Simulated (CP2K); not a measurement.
WC (Qusongite):

```xyz
2
Lattice="2.9065 0.0000 0.0000 -1.4532 2.5171 0.0000 0.0000 0.0000 2.8366" Properties=species:S:1:pos:R:3 pbc="T T T"
W     0.0000    0.0000    0.0000
C     1.4533    0.8390    1.4183
```

Base run:

| Item | Value |
| --- | --- |
| Program | CP2K 2026.2 |
| Functional | PBEsol |
| Potentials or basis | POTENTIAL_UZH W GTH-PBE-q14, C GTH-PBE-q4; TZVP-MOLOPT-PBE-GTH basis |
| Density cutoff | 9184 eV |
| k mesh | 10 × 10 × 9 |
| Occupations | fermi-dirac, width 0.05 eV |
| Spin | no spin polarisation |

Its results: band gap on the k mesh none (metal or under the smearing width); pressure -4.0 GPa.

Problem. After a change of settings the same cell gave: band gap on the k mesh none (metal or under the smearing width); pressure -6.5 GPa. Which change was it?
A. functional from PBEsol to HLE17
B. functional from PBEsol to PBE
C. functional from PBEsol to LDA
D. functional from PBEsol to BLYP

Solution. C.

LDA binds more tightly than PBEsol, so the same cell stands under less pressure.

Caveats: the potentials were made for another functional, which shifts forces and pressure; spin-orbit coupling is left out, which moves the levels of the heavy elements; the basis of atomic orbitals isn't converged, which shifts pressures, moduli and gaps.
